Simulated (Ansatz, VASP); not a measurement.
**One calculation of Rh, two programs**

```xyz
1
Lattice="0.0000 1.9301 1.9301 1.9301 0.0000 1.9301 1.9301 1.9301 0.0000" Properties=species:S:1:pos:R:3 pbc="T T T"
Rh    0.0000    0.0000    0.0000
```

Change from the starting cell: strain +0.015 along x and y, +0.015 along z, atoms carried along.

Alike in both runs: task single point; functional r2SCAN; k mesh 22 × 22 × 22; occupations gaussian, width 0.15 eV; no spin polarisation.

```csv
,VASP,Ansatz
version,VASP 6.6.1,Ansatz 0.2.0
potentials or method,"VASP PAW PBE potentials, release 64 (Rh_pv)","scalar-relativistic, plane waves, PAW"
plane-wave cutoff (eV),520,500
valence electrons in the cell,15,17
```

VASP gave:

- gap on the k mesh at the Fermi level (eV): none
- pressure (GPa): -10.8

Problem. What did Ansatz give for the same quantities?

Solution. gap on the k mesh at the Fermi level (eV): none; pressure (GPa): -11.7.

A gap of «none» marks a metal or a gap that the smearing closes. The functional is the same, so the differences come from potentials, cutoffs and numerics. The two sets of potentials don't hold the same shells in valence.

Caveats: the PAW data sets were made with another functional, which shifts forces and pressure a little (VASP).
